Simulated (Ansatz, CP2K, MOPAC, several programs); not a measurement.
Energy against volume for SnSe₂ built on the anatase prototype, at fixed shape and fractional coordinates, computed by several methods (PBE and r2SCAN, where shown, with plane waves in Ansatz); the cell shown is that of r2SCAN. With free coordinates or axes held, a curve is too stiff, and on another method's shape its minimum isn't the method's own volume. The symmetry is I4_1/amd (No. 141, tetragonal); conventional cell a = 5.629 Å, c = 11.023 Å, 29.10 Å³ an atom. Sn has 6 Se at 2.54–2.82 Å; Se has 3 Sn at 2.54–2.82 Å. These are computed values for a spin-unpolarised cell that may be hypothetical; none is a measurement. Energies count from each curve's lowest point; fits are third-order Birch-Murnaghan.

```cif
data_structure
_symmetry_space_group_name_H-M 'I4_1/amd:1'
_symmetry_Int_Tables_number 141
_cell_length_a 5.6288
_cell_length_b 5.6288
_cell_length_c 11.0226
_cell_angle_alpha 90.000
_cell_angle_beta 90.000
_cell_angle_gamma 90.000
_cell_volume 349.23
loop_
_atom_site_label
_atom_site_type_symbol
_atom_site_symmetry_multiplicity
_atom_site_Wyckoff_symbol
_atom_site_fract_x
_atom_site_fract_y
_atom_site_fract_z
_atom_site_occupancy
Sn1 Sn 4 a 0.00000 0.50000 0.25000 1
Se1 Se 8 e 0.00000 0.50000 0.01938 1
```

**Question.** PBE/DZVP (CP2K), on the shape of the cell shown, gives
```
V (Å³/atom)  E (meV/atom)
     25.610        182.57
     27.356         71.04
     29.103         15.39
     30.849          0.00
     32.595         13.45
```
What equilibrium volume and bulk modulus follow?

**Answer.** V₀ = 30.81 Å³ an atom and B₀ = 47 GPa.

PBE/SZV (CP2K), on the shape of the cell shown:
```
V (Å³/atom)  E (meV/atom)
     25.610        371.36
     27.356        195.16
     29.103         85.44
     30.849         24.69
     32.595          0.00
```
The lowest point is an end point, so the minimum isn't bracketed.

light PBE (260 eV, its own mesh), on the shape of the cell shown:

| V (Å³/atom) | E (meV/atom) |
| --- | --- |
| 26.774 | 76.15 |
| 27.939 | 19.14 |
| 29.103 | 5.16 |
| 30.267 | 9.47 |
| 31.431 | 0.00 |
| 32.595 | 13.68 |

The points scatter about a smooth fit, as a low cutoff and a light mesh can make them, so no fit is quoted.

**Question.** PBE, on the shape of its own relaxed cell, gives
```tsv
V (Å³/atom)	E (meV/atom)
28.586	18.92
29.498	4.47
30.411	0.00
31.323	3.91
32.235	14.83
```
What equilibrium volume and bulk modulus follow?

**Answer.** V₀ = 30.41 Å³ an atom and B₀ = 49 GPa.

PM7 (MOPAC), on the shape of the cell shown, as a cluster of 48 atoms at the zone centre:
```
V (Å³/atom)  E (meV/atom)
     25.610          0.00
     27.356         12.42
     29.103         63.80
     30.849        144.00
     32.595        241.79
```
The lowest point is an end point, so the minimum isn't bracketed.
